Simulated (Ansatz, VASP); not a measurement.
## Two plane-wave programs on AlGaN2

```xyz
4
Lattice="3.1153 0.0000 0.0000 0.0000 3.1153 0.0000 0.0000 0.0000 4.6035" Properties=species:S:1:pos:R:3 pbc="T T T"
Al    1.5576    1.5576    2.3018
Ga    0.0000    0.0000    0.0000
N     1.5576    0.0000    3.4069
N     0.0000    1.5576    1.1967
```

Change from the starting cell: strain +0.000 along x and y, +0.050 along z, atoms carried along.

Alike in both runs: task single point; functional LDA; k mesh 8 × 8 × 6; occupations gaussian, width 0.05 eV; no spin polarisation.

|  | VASP | Ansatz |
| --- | --- | --- |
| version | VASP 6.6.1 | Ansatz 0.2.0 |
| potentials or method | VASP PAW LDA potentials, release 64 (Al, Ga_d, N) | scalar-relativistic, plane waves, PAW |
| plane-wave cutoff (eV) | 520 | 420 |
| valence electrons in the cell | 26 | 26 |

Ansatz gave:

| Quantity | Value |
| --- | --- |
| gap on the k mesh at the Fermi level (eV) | 2.61 |
| least direct gap on the mesh (eV) | 2.61 |
| pressure (GPa) | -9.2 |
| largest component of the traceless stress (GPa) | 4.87 |
| rms of the force components (eV/Å) | 0.033 |

Q: Which values does VASP return?

A: gap on the k mesh at the Fermi level (eV): 2.62; least direct gap on the mesh (eV): 2.62; pressure (GPa): -8.5; largest component of the traceless stress (GPa): 4.82; rms of the force components (eV/Å): 0.021.

Atom by atom the forces differ by 0.012 eV/Å (rms over components).

A k mesh can miss the band edges.
